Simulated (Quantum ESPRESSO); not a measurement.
Set up this calculation in Quantum ESPRESSO 7.5, as the native input.

```
Task                : single point
Functional          : PBEsol
Potentials or basis : SSSP 1.3 efficiency PBE
Cutoff              : 816 eV
Density cutoff      : 5987 eV
k mesh              : 10 × 10 × 8
Occupations         : fermi-dirac, width 0.05 eV
Spin                : no spin polarisation
Hubbard terms       : Mo d U = 4 eV
Hubbard projectors  : atomic
Mixing beta         : 0.3
Most SCF iterations : 120
SCF threshold       : 4e-10 Ry
```

Crystal: MoP.

```xyz
2
Lattice="3.2230 0.0000 0.0000 -1.6115 2.7912 0.0000 0.0000 0.0000 3.1910" Properties=species:S:1:pos:R:3 pbc="T T T"
Mo    0.0000    0.0000    0.0000
P     0.0000    1.8608    1.5955
```

One way to write it, as run:

pw.in

```
&CONTROL
  calculation = 'scf'
  prefix = 'pwscf'
  outdir = './tmp'
  pseudo_dir = './pseudo'
  tprnfor = .true.
  tstress = .true.
  disk_io = 'nowf'
/
&SYSTEM
  ibrav = 0
  A = 3.223
  nat = 2
  ntyp = 2
  ecutwfc = 60
  ecutrho = 440
  nbnd = 19
  input_dft = 'pbesol'
  occupations = 'smearing'
  smearing = 'fd'
  degauss = 0.00367493
/
&ELECTRONS
  conv_thr = 4d-10
  electron_maxstep = 120
  mixing_beta = 0.3
/
ATOMIC_SPECIES
Mo    95.9500 Mo_ONCV_PBE-1.0.oncvpsp.upf
P     30.9738 P.pbe-n-rrkjus_psl.1.0.0.UPF
CELL_PARAMETERS alat
   1.0000000000    0.0000000000    0.0000000000
  -0.5000000000    0.8660254038    0.0000000000
   0.0000000000    0.0000000000    0.9900713621
ATOMIC_POSITIONS alat
Mo     0.0000000000    0.0000000000    0.0000000000
P      0.0000000000    0.5773502692    0.4950356810
K_POINTS automatic
10 10 8 0 0 0
HUBBARD {atomic}
U Mo-4d 4.0
```

Potentials or basis: SSSP 1.3 efficiency PBE.

The run is started by

```sh
$ OMP_NUM_THREADS=1 pw.x -in pw.in > pw.out
```

It gave:

```
Pressure               : -10.8 GPa
Band gap on the k mesh : none (metal or under the smearing width)
```

Caveat: the potentials were made for another functional, which shifts forces and pressure; U without spin polarisation on a metal has little footing; the U is typed as a test and isn't derived for this compound.

Wall time 29 s on 1 thread of Arm Neoverse V2 (shared host), peak memory 0.17 GiB.
